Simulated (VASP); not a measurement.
Wanted: the native input for a VASP 6.6.1 run.

```
Task                   : single point
Functional             : PBE
Potentials or basis    : VASP PAW PBE potentials, release 64 (Si)
Cutoff                 : 520 eV
k mesh                 : 8 × 8 × 8
Occupations            : gaussian, width 0.027 eV
Spin                   : no spin polarisation
Further INCAR settings : ALGO = Fast; EDIFF = 1e-07; NBANDS = 11
```

The structure of Si lies in POSCAR:

```
Si
1.0
    0.0000000000      2.7218511865      2.7218511865
    2.7218511865      0.0000000000      2.7218511865
    2.7218511865      2.7218511865      0.0000000000
Si
2
Direct
    0.5000000000      0.5000000000      0.5000000000
    0.7500000000      0.7500000000      0.7500000000
```

The input as run:

INCAR

```
SYSTEM = Si
PREC = Accurate ; ENCUT = 520
EDIFF = 1E-7 ; ISMEAR = 0
SIGMA = 0.027000000000000003 ; LREAL = .False.
LASPH = .True. ; NELM = 100
ALGO = Fast ; ISIF = 2
LWAVE = .False. ; LCHARG = .False.
GGA = PE ; NBANDS = 11
```

KPOINTS

```
Automatic mesh
0
Gamma
  8 8 8
  0 0 0
```

Potentials or basis: VASP PAW PBE potentials, release 64 (Si).

Launch:

```bash
$ cat potpaw_PBE.64/Si/POTCAR > POTCAR
$ mpirun -np 1 vasp_std > vasp.out
```

Results of the run:

The pressure is 1.3 GPa and the band gap on the k mesh is 0.63 eV, indirect (least direct gap 2.56 eV).

Run time: 21 s on 1 thread of AMD EPYC 7R43 64-Core Processor (Zen 3) (shared host), peak memory 0.12 GiB.
